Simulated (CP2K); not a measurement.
Crystal: Cu3Au (Auricupride).

```
CELL_PARAMETERS angstrom
3.74000 0.00000 0.00000
0.00000 3.74000 0.00000
0.00000 0.00000 3.74000
ATOMIC_POSITIONS crystal
Au 0.00000 0.00000 0.00000
Cu 0.50000 0.50000 0.00000
Cu 0.50000 0.00000 0.50000
Cu 0.00000 0.50000 0.50000
```

Base run:

* Program: CP2K 2026.2
* Functional: PBE
* Potentials or basis: POTENTIAL_UZH Au GTH-PBE-q11, Cu GTH-PBE-q11; TZVP-MOLOPT-PBE-GTH basis
* Density cutoff: 6803 eV
* k mesh: 7 × 7 × 7
* Occupations: fermi-dirac, width 0.05 eV
* Spin: no spin polarisation

Its results: band gap on the k mesh none (metal or under the smearing width); pressure 7.9 GPa.

Question: The run is repeated on the same cell with these changes: functional from PBE to RPBE. What comes out?

Answer: Band gap on the k mesh none (metal or under the smearing width); pressure 11.1 GPa.

RPBE binds less tightly than PBE, so the same cell stands under more pressure.

Caveats: spin-orbit coupling is left out, which moves the levels of the heavy elements; the basis of atomic orbitals isn't converged, which shifts pressures, moduli and gaps; the potentials were made for another functional, which shifts forces and pressure (some runs).
